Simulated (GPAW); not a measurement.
# PbF2 (Fluorocronite) (Fm-3m) in GPAW: further runs

The runs below take PbF2 (Fluorocronite) through relaxation of cell and atoms, with PBEsol+D3(BJ)+ATM, PBEsol+D4.

Program: GPAW 26.7.0. These are calculated values, not measurements. Logs are shortened: lines on timing, memory, paths and dates and some standing lists are left out, and cuts for length are marked. The log counts tension as positive stress, the text compression.

### Step 1. The structure

The structure is cubic, space group Fm-3m (No. 225). The conventional cell has a = 5.927 Å, b = 5.927 Å, c = 5.927 Å, α = 90.00°, β = 90.00°, γ = 90.00°. Pb (site symmetry m-3m) has 8 F at 2.57 Å as nearest neighbours. F (site symmetry -43m) has 4 Pb at 2.57 Å as nearest neighbours.

### Step 2. Relaxation of cell and atoms, PBEsol+D3(BJ)+ATM

File run.py:

```python
from ase import Atoms
from ase.calculators.mixing import SumCalculator
from ase.filters import FrechetCellFilter
from ase.io import write
from ase.optimize import BFGS
from dftd3.ase import DFTD3
from gpaw import GPAW, PW, setup_paths

setup_paths.insert(0, '.')

atoms = Atoms(['Pb', 'F', 'F'],
              cell=[[0.0, 2.96366, 2.96366],
                    [2.96366, 0.0, 2.96366],
                    [2.96366, 2.96366, 0.0]],
              scaled_positions=[[0.0, 0.0, 0.0],
                                [0.75, 0.75, 0.75],
                                [0.25, 0.25, 0.25]],
              pbc=True)

calc = GPAW(mode=PW(800),
            xc='PBEsol',
            kpts={'size': (8, 8, 8), 'gamma': True},
            occupations={'name': 'fermi-dirac', 'width': 0.05},
            nbands=25,
            convergence={'density': 1e-05, 'forces': 0.0001},
            maxiter=150,
            txt='gpaw.txt')
atoms.calc = SumCalculator([calc, DFTD3(damping='d3bj', params_tweaks=dict(method='pbesol', atm=True))])
opt = BFGS(FrechetCellFilter(atoms), trajectory='relax.traj', logfile='-')
done = opt.run(fmax=0.02, steps=60)
calc.write('gs.gpw')
write('result.traj', atoms)
print('Converged:', done)
print('Cell:', atoms.cell.cellpar().round(4))
print('Volume:', round(atoms.get_volume(), 4))
print(atoms.get_scaled_positions().round(5))
```

Potentials or basis: PAW data sets generated in the run's folder for this functional, pw.

Started as:

```sh
$ gpaw-setup -f PBEsol F Pb
$ OMP_NUM_THREADS=1 python run.py
```

gpaw.txt:

```text
__  _  _
 | _ |_)|_||  |
 |__||  | ||/\| - 26.7.0

Input parameters:
  mode=PW(ecut=800.0),
  convergence={'density': 1e-05, 'forces': 0.0001},
  kpts=MonkhorstPack(size=(8, 8, 8), gamma=True),
  maxiter=150,
  nbands=25,
  occupations=Occupations(name='fermi-dirac', width=0.05),
  xc=XC(name='PBEsol')

Diagonalizing LCAO Hamiltonian
Converting LCAO to pw mode

                     F

            F

       Pb

Atoms  # Å, Bohr magnetons
|   | symbol |        x |        y |        z |    initial magnetic moments |
|---|--------|----------|----------|----------|-----------------------------|
| 0 |     Pb | 0.000000 | 0.000000 | 0.000000 | ( 0.0000,  0.0000,  0.0000) |
| 1 |      F | 4.445490 | 4.445490 | 4.445490 | ( 0.0000,  0.0000,  0.0000) |
| 2 |      F | 1.481830 | 1.481830 | 1.481830 | ( 0.0000,  0.0000,  0.0000) |

Unit cell  # Å
| periodic |        x |        y |        z |  lengths |    angles |
|----------|----------|----------|----------|----------|-----------|
|      yes | 0.000000 | 2.963660 | 2.963660 | 4.191248 | 60.000000 |
|      yes | 2.963660 | 0.000000 | 2.963660 | 4.191248 | 60.000000 |
|      yes | 2.963660 | 2.963660 | 0.000000 | 4.191248 | 60.000000 |

Number of symmetries: 48
Symmetry operations  # r_c * U_cc + t_c -> r_c
|    | kind |            matrix            |
|----|------|------------------------------|
|  0 |  σ   |  1, 0, 0,  1, 0,-1,  1,-1, 0 |
|  1 |  C2  |  1, 0, 0,  1,-1, 0,  1, 0,-1 |
|  2 |  E   |  1, 0, 0,  0, 1, 0,  0, 0, 1 |
|  3 |  σ   |  1, 0, 0,  0, 0, 1,  0, 1, 0 |
|  4 |  C4  |  1, 0,-1,  1, 0, 0,  1,-1, 0 |
|  5 |  S6  |  1, 0,-1,  1,-1, 0,  1, 0, 0 |
|  6 |  σ   |  1, 0,-1,  0, 1,-1,  0, 0,-1 |
|  7 |  C3  |  1, 0,-1,  0, 0,-1,  0, 1,-1 |
|  8 |  S6  |  1,-1, 0,  1, 0, 0,  1, 0,-1 |
|  9 |  C4  |  1,-1, 0,  1, 0,-1,  1, 0, 0 |
| 10 |  C3  |  1,-1, 0,  0,-1, 1,  0,-1, 0 |
| 11 |  σ   |  1,-1, 0,  0,-1, 0,  0,-1, 1 |
| 12 |  σ   |  0, 1, 0,  1, 0, 0,  0, 0, 1 |
| 13 |  C4  |  0, 1, 0,  0, 1,-1, -1, 1, 0 |
[... 225 lines left out ...]
Gap: 4.235 eV
Transition (v -> c):
  (s=0, k=16, n=13, [0.50, 0.25, -0.25]) -> (s=0, k=24, n=14, [0.50, 0.50, 0.00])
Direct/indirect transitions are different
Direct gap: 4.385 eV
Transition at: (s=0, k=24, n=13, [0.50, 0.50, 0.00])

Stress tensor  # eV/Ang^3
|         x |         y |        z |
|-----------|-----------|----------|
|  0.015418 | -0.000000 | 0.000000 |
| -0.000000 |  0.015418 | 0.000000 |
|  0.000000 |  0.000000 | 0.015418 |

Forces  # eV/Ang
|        x |        y |        z |
|----------|----------|----------|
|  0.00000 | -0.00000 | -0.00000 |  # Pb   0
|  0.00000 |  0.00000 | -0.00000 |  # F    1
| -0.00000 |  0.00000 |  0.00000 |  # F    2

Interpolating wave functions to new cell

                     F

            F

       Pb

Atoms  # Å, Bohr magnetons
|   | symbol |         x |         y |         z |    initial magnetic moments |
|---|--------|-----------|-----------|-----------|-----------------------------|
| 0 |     Pb | -0.000000 | -0.000000 | -0.000000 | ( 0.0000,  0.0000,  0.0000) |
| 1 |      F |  4.437047 |  4.437047 |  4.437047 | ( 0.0000,  0.0000,  0.0000) |
| 2 |      F |  1.479016 |  1.479016 |  1.479016 | ( 0.0000,  0.0000,  0.0000) |

Unit cell  # Å
| periodic |        x |        y |         z |  lengths |    angles |
|----------|----------|----------|-----------|----------|-----------|
|      yes | 0.000000 | 2.958032 |  2.958032 | 4.183288 | 60.000000 |
|      yes | 2.958032 | 0.000000 |  2.958032 | 4.183288 | 60.000000 |
|      yes | 2.958032 | 2.958032 | -0.000000 | 4.183288 | 60.000000 |

Number of symmetries: 48
Symmetry operations  # r_c * U_cc + t_c -> r_c
|    | kind |            matrix            |
|----|------|------------------------------|
|  0 |  σ   |  1, 0, 0,  1, 0,-1,  1,-1, 0 |
|  1 |  C2  |  1, 0, 0,  1,-1, 0,  1, 0,-1 |
|  2 |  E   |  1, 0, 0,  0, 1, 0,  0, 0, 1 |
|  3 |  σ   |  1, 0, 0,  0, 0, 1,  0, 1, 0 |
|  4 |  C4  |  1, 0,-1,  1, 0, 0,  1,-1, 0 |
|  5 |  S6  |  1, 0,-1,  1,-1, 0,  1, 0, 0 |
|  6 |  σ   |  1, 0,-1,  0, 1,-1,  0, 0,-1 |
|  7 |  C3  |  1, 0,-1,  0, 0,-1,  0, 1,-1 |
|  8 |  S6  |  1,-1, 0,  1, 0, 0,  1, 0,-1 |
|  9 |  C4  |  1,-1, 0,  1, 0,-1,  1, 0, 0 |
| 10 |  C3  |  1,-1, 0,  0,-1, 1,  0,-1, 0 |
| 11 |  σ   |  1,-1, 0,  0,-1, 0,  0,-1, 1 |
| 12 |  σ   |  0, 1, 0,  1, 0, 0,  0, 0, 1 |
| 13 |  C4  |  0, 1, 0,  0, 1,-1, -1, 1, 0 |
[... 230 lines left out ...]
Stress tensor  # eV/Ang^3
|        x |        y |        z |
|----------|----------|----------|
| 0.012939 | 0.000000 | 0.000000 |
| 0.000000 | 0.012939 | 0.000000 |
| 0.000000 | 0.000000 | 0.012939 |

Forces  # eV/Ang
|        x |       y |       z |
|----------|---------|---------|
| -0.00000 | 0.00000 | 0.00000 |  # Pb   0
| -0.00000 | 0.00000 | 0.00000 |  # F    1
| -0.00000 | 0.00000 | 0.00000 |  # F    2

Interpolating wave functions to new cell

                     F

            F

       Pb

Atoms  # Å, Bohr magnetons
|   | symbol |         x |        y |         z |    initial magnetic moments |
|---|--------|-----------|----------|-----------|-----------------------------|
| 0 |     Pb | -0.000000 | 0.000000 | -0.000000 | ( 0.0000,  0.0000,  0.0000) |
| 1 |      F |  4.368664 | 4.368664 |  4.368664 | ( 0.0000,  0.0000,  0.0000) |
| 2 |      F |  1.456221 | 1.456221 |  1.456221 | ( 0.0000,  0.0000,  0.0000) |

Unit cell  # Å
| periodic |        x |        y |        z |  lengths |    angles |
|----------|----------|----------|----------|----------|-----------|
|      yes | 0.000000 | 2.912443 | 2.912443 | 4.118816 | 60.000000 |
|      yes | 2.912443 | 0.000000 | 2.912443 | 4.118816 | 60.000000 |
|      yes | 2.912443 | 2.912443 | 0.000000 | 4.118816 | 60.000000 |

Number of symmetries: 48
Symmetry operations  # r_c * U_cc + t_c -> r_c
|    | kind |            matrix            |
|----|------|------------------------------|
|  0 |  σ   |  1, 0, 0,  1, 0,-1,  1,-1, 0 |
|  1 |  C2  |  1, 0, 0,  1,-1, 0,  1, 0,-1 |
|  2 |  E   |  1, 0, 0,  0, 1, 0,  0, 0, 1 |
|  3 |  σ   |  1, 0, 0,  0, 0, 1,  0, 1, 0 |
|  4 |  C4  |  1, 0,-1,  1, 0, 0,  1,-1, 0 |
|  5 |  S6  |  1, 0,-1,  1,-1, 0,  1, 0, 0 |
|  6 |  σ   |  1, 0,-1,  0, 1,-1,  0, 0,-1 |
|  7 |  C3  |  1, 0,-1,  0, 0,-1,  0, 1,-1 |
|  8 |  S6  |  1,-1, 0,  1, 0, 0,  1, 0,-1 |
|  9 |  C4  |  1,-1, 0,  1, 0,-1,  1, 0, 0 |
| 10 |  C3  |  1,-1, 0,  0,-1, 1,  0,-1, 0 |
| 11 |  σ   |  1,-1, 0,  0,-1, 0,  0,-1, 1 |
| 12 |  σ   |  0, 1, 0,  1, 0, 0,  0, 0, 1 |
| 13 |  C4  |  0, 1, 0,  0, 1,-1, -1, 1, 0 |
[... 224 lines left out ...]
Gap: 4.211 eV
Transition (v -> c):
  (s=0, k=16, n=13, [0.50, 0.25, -0.25]) -> (s=0, k=24, n=14, [0.50, 0.50, 0.00])
Direct/indirect transitions are different
Direct gap: 4.368 eV
Transition at: (s=0, k=24, n=13, [0.50, 0.50, 0.00])

Stress tensor  # eV/Ang^3
|         x |         y |         z |
|-----------|-----------|-----------|
| -0.010104 | -0.000000 |  0.000000 |
| -0.000000 | -0.010104 |  0.000000 |
|  0.000000 |  0.000000 | -0.010104 |

Forces  # eV/Ang
|       x |        y |        z |
|---------|----------|----------|
| 0.00000 | -0.00000 |  0.00000 |  # Pb   0
| 0.00000 |  0.00000 |  0.00000 |  # F    1
| 0.00000 | -0.00000 | -0.00000 |  # F    2

Interpolating wave functions to new cell

                     F

            F

       Pb

Atoms  # Å, Bohr magnetons
|   | symbol |         x |        y |         z |    initial magnetic moments |
|---|--------|-----------|----------|-----------|-----------------------------|
| 0 |     Pb | -0.000000 | 0.000000 | -0.000000 | ( 0.0000,  0.0000,  0.0000) |
| 1 |      F |  4.373568 | 4.373568 |  4.373568 | ( 0.0000,  0.0000,  0.0000) |
| 2 |      F |  1.457856 | 1.457856 |  1.457856 | ( 0.0000,  0.0000,  0.0000) |

Unit cell  # Å
| periodic |        x |        y |         z |  lengths |    angles |
|----------|----------|----------|-----------|----------|-----------|
|      yes | 0.000000 | 2.915712 |  2.915712 | 4.123439 | 60.000000 |
|      yes | 2.915712 | 0.000000 |  2.915712 | 4.123439 | 60.000000 |
|      yes | 2.915712 | 2.915712 | -0.000000 | 4.123439 | 60.000000 |

Number of symmetries: 48
Symmetry operations  # r_c * U_cc + t_c -> r_c
|    | kind |            matrix            |
|----|------|------------------------------|
|  0 |  σ   |  1, 0, 0,  1, 0,-1,  1,-1, 0 |
|  1 |  C2  |  1, 0, 0,  1,-1, 0,  1, 0,-1 |
|  2 |  E   |  1, 0, 0,  0, 1, 0,  0, 0, 1 |
|  3 |  σ   |  1, 0, 0,  0, 0, 1,  0, 1, 0 |
|  4 |  C4  |  1, 0,-1,  1, 0, 0,  1,-1, 0 |
|  5 |  S6  |  1, 0,-1,  1,-1, 0,  1, 0, 0 |
|  6 |  σ   |  1, 0,-1,  0, 1,-1,  0, 0,-1 |
|  7 |  C3  |  1, 0,-1,  0, 0,-1,  0, 1,-1 |
|  8 |  S6  |  1,-1, 0,  1, 0, 0,  1, 0,-1 |
|  9 |  C4  |  1,-1, 0,  1, 0,-1,  1, 0, 0 |
| 10 |  C3  |  1,-1, 0,  0,-1, 1,  0,-1, 0 |
| 11 |  σ   |  1,-1, 0,  0,-1, 0,  0,-1, 1 |
| 12 |  σ   |  0, 1, 0,  1, 0, 0,  0, 0, 1 |
| 13 |  C4  |  0, 1, 0,  0, 1,-1, -1, 1, 0 |
[... 222 lines left out ...]
Gap: 4.213 eV
Transition (v -> c):
  (s=0, k=16, n=13, [0.50, 0.25, -0.25]) -> (s=0, k=24, n=14, [0.50, 0.50, 0.00])
Direct/indirect transitions are different
Direct gap: 4.370 eV
Transition at: (s=0, k=24, n=13, [0.50, 0.50, 0.00])

Stress tensor  # eV/Ang^3
|         x |         y |         z |
|-----------|-----------|-----------|
| -0.008266 |  0.000000 |  0.000000 |
|  0.000000 | -0.008266 |  0.000000 |
|  0.000000 |  0.000000 | -0.008266 |

Forces  # eV/Ang
|        x |        y |        z |
|----------|----------|----------|
| -0.00000 | -0.00000 | -0.00000 |  # Pb   0
|  0.00000 |  0.00000 |  0.00000 |  # F    1
| -0.00000 | -0.00000 |  0.00000 |  # F    2

# Writing to gs.gpw (mode='')
```

It took 2.5 min on 1 thread of Arm Neoverse V1, shared host; peak memory 0.25 GiB.

Results:

| Quantity | Value |
| --- | --- |
| Free energy | -15.4683 eV |
| Relaxed volume | 16.53 Å³/atom |
| Relaxed cell | a = 4.123 Å, b = 4.123 Å, c = 4.123 Å, α = 60.00°, β = 60.00°, γ = 60.00° |
| Space group after relaxing (to 0.05 Å) | Fm-3m (No. 225) |
| Energy gained by relaxing | 3.6 meV/atom |
| Ionic steps | 4 |
| Pressure after relaxing | 0.0 GPa |
| Band gap on the k mesh | 4.21 eV, indirect (least direct gap 4.37 eV) |
| Dispersion energy per atom | -0.140 eV |

Step by step:
```
step  energy change (eV)  largest force (eV/Å)  pressure (GPa)  volume (Å³)
   1              0.0000                0.0000           -3.69        52.06
   2             -0.0041                0.0000           -3.30        51.77
   3             -0.0092                0.0000            0.27        49.41
   4             -0.0107                0.0000           -0.02        49.58
```

Final structure:
```xyz
3
Lattice="0.0000 2.9157 2.9157 2.9157 0.0000 2.9157 2.9157 2.9157 0.0000" Properties=species:S:1:pos:R:3 pbc="T T T"
Pb    0.0000    0.0000    0.0000
F     4.3736    4.3736    4.3736
F     1.4579    1.4579    1.4579
```

Caveat: later steps reuse the first step's grids; spin-orbit coupling is left out, which as a rule narrows the gap of such compounds by several tenths of an eV.

### Step 3. Relaxation of cell and atoms, PBEsol+D4

run.py, as its differences from that of step 2:

```diff
@@ -5,3 +5,3 @@
 from ase.optimize import BFGS
-from dftd3.ase import DFTD3
+from dftd4.ase import DFTD4
 from gpaw import GPAW, PW, setup_paths
@@ -27,3 +27,3 @@
             txt='gpaw.txt')
-atoms.calc = SumCalculator([calc, DFTD3(damping='d3bj', params_tweaks=dict(method='pbesol', atm=True))])
+atoms.calc = SumCalculator([calc, DFTD4(method='pbesol')])
 opt = BFGS(FrechetCellFilter(atoms), trajectory='relax.traj', logfile='-')
```

Potentials or basis: PAW data sets generated in the run's folder for this functional, pw.

Started as:

```sh
$ gpaw-setup -f PBEsol F Pb
$ OMP_NUM_THREADS=1 python run.py
```

Run time: 6 min. Hardware: 1 thread of Arm Neoverse V1, shared host; peak memory 0.41 GiB.

It converged, with:

```yaml
Free_energy: -15.3710 eV
Relaxed_volume: 16.61 Å³/atom
Relaxed_cell: a = 4.130 Å, b = 4.130 Å, c = 4.130 Å, α = 60.00°, β = 60.00°, γ = 60.00°
Space_group_after_relaxing_to_0.05_Å: Fm-3m (No. 225)
Energy_gained_by_relaxing: 0.2 meV/atom
Ionic_steps: 5
Pressure_after_relaxing: 0.0 GPa
Band_gap_on_the_k_mesh: 4.22 eV, indirect (least direct gap 4.37 eV)
Dispersion_energy_per_atom: -0.106 eV
```

Step by step:
| step | energy change (eV) | largest force (eV/Å) | pressure (GPa) | volume (Å³) |
| --- | --- | --- | --- | --- |
| 1 | 0.0000 | 0.0000 | -1.53 | 52.06 |
| 2 | -0.0005 | 0.0000 | -1.63 | 51.94 |
| 3 | -0.0015 | 0.0000 | -0.22 | 49.96 |
| 4 | 0.0008 | 0.0000 | 0.25 | 49.67 |
| 5 | -0.0005 | 0.0000 | 0.00 | 49.83 |

Final structure:
```cif
data_structure
_symmetry_space_group_name_H-M 'P 1'
_symmetry_Int_Tables_number 1
_cell_length_a 4.1304
_cell_length_b 4.1304
_cell_length_c 4.1304
_cell_angle_alpha 60.000
_cell_angle_beta 60.000
_cell_angle_gamma 60.000
_cell_volume 49.83
loop_
_atom_site_label
_atom_site_type_symbol
_atom_site_fract_x
_atom_site_fract_y
_atom_site_fract_z
_atom_site_occupancy
Pb1 Pb 0.00000 0.00000 0.00000 1
F1 F 0.75000 0.75000 0.75000 1
F2 F 0.25000 0.25000 0.25000 1
```

Levels at points of the mesh, in eV from the valence-band top:
| k point | band 10 | band 11 | band 12 | band 13 | band 14 | band 15 | band 16 | band 17 | band 18 | band 19 |
| --- | --- | --- | --- | --- | --- | --- | --- | --- | --- | --- |
| (0.00, 0.00, 0.00) | -2.83 | -2.83 | -2.32 | -2.32 | -2.32 | 6.63 | 6.63 | 6.63 | 10.60 | 15.00 |
| (0.50, 0.00, 0.00) | -3.09 | -3.09 | -2.48 | -2.48 | -0.06 | 4.86 | 7.64 | 7.64 | 13.09 | 13.62 |
| (0.50, 0.50, 0.00) | -4.03 | -1.87 | -1.85 | -1.85 | -0.16 | 4.22 | 7.91 | 7.91 | 8.66 | 14.16 |
| (0.50, 0.50, 0.50) | -3.09 | -3.09 | -2.48 | -2.48 | -0.06 | 4.86 | 7.64 | 7.64 | 13.09 | 13.62 |

Caveat: later steps reuse the first step's grids; spin-orbit coupling is left out, which as a rule narrows the gap of such compounds by several tenths of an eV.
